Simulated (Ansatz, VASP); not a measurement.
Two plane-wave programs on KMgF3

```
K Mg F
1.0
     3.98590    0.00000    0.00000
     0.00000    3.98590    0.00000
     0.00000    0.00000    3.98590
K Mg F
1 1 3
Direct
  0.50000 0.50000 0.50000
  0.00000 0.00000 0.00000
  0.50000 0.92239 0.92239
  0.00000 0.42239 0.92239
  0.00000 0.92239 0.42239
```

Change from the starting cell: all F atoms moved +0.438 Å, as atom 3 towards its neighbour atom 1 (K) at 2.818 Å.

Alike in both runs: task single point; functional LDA; k mesh 6 × 6 × 6; occupations gaussian, width 0.05 eV; no spin polarisation.

```csv
,VASP,Ansatz
version,VASP 6.6.1,Ansatz 0.2.0
potentials or method,"VASP PAW LDA potentials, release 64 (K_sv, Mg, F)","scalar-relativistic, plane waves, PAW"
plane-wave cutoff (eV),520,420
valence electrons in the cell,32,40
```

|  | VASP | Ansatz | Ansatz less VASP |
| --- | --- | --- | --- |
| gap on the k mesh at the Fermi level (eV) | 6.85 | 6.88 | +0.023 |
| least direct gap on the mesh (eV) | 7.17 | 7.19 | +0.022 |
| pressure (GPa) | 4.3 | 4.6 | +0.25 |
| largest component of the traceless stress (GPa) | 9.52 | 9.06 | -0.455 |
| rms of the force components (eV/Å) | 1.608 | 1.533 | -0.0745 |

Atom by atom the forces differ by 0.075 eV/Å (rms over components). The two sets of potentials don't hold the same shells in valence.

Caveats: forces of over 1 eV/Å show positions far from the minimum, so gaps and moduli don't describe the material at rest. A k mesh can miss the band edges.
